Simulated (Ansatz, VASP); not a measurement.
Two plane-wave programs on LiH

```xyz
2
Lattice="0.0000 2.0368 2.0368 2.0368 0.0000 2.0368 2.0368 2.0368 0.0000" Properties=species:S:1:pos:R:3 pbc="T T T"
Li    0.0000    0.0000    0.0000
H     2.0368    2.0368    2.0368
```

Alike in both runs: task single point; functional LDA; k mesh 14 × 14 × 14; occupations gaussian, width 0.05 eV; no spin polarisation.

|  | VASP | Ansatz |
| --- | --- | --- |
| version | VASP 6.6.1 | Ansatz 0.2.0 |
| potentials or method | VASP PAW LDA potentials, release 64 (Li_sv, H) | scalar-relativistic, plane waves, PAW |
| plane-wave cutoff (eV) | 520 | 420 |
| valence electrons in the cell | 4 | 4 |

```tsv
	VASP	Ansatz	Ansatz less VASP
gap on the k mesh at the Fermi level (eV)	2.65	2.66	+0.008
```

 A k mesh can miss the band edges. Expect the measured gap to be larger: semilocal functionals such as LDA lack the derivative discontinuity.
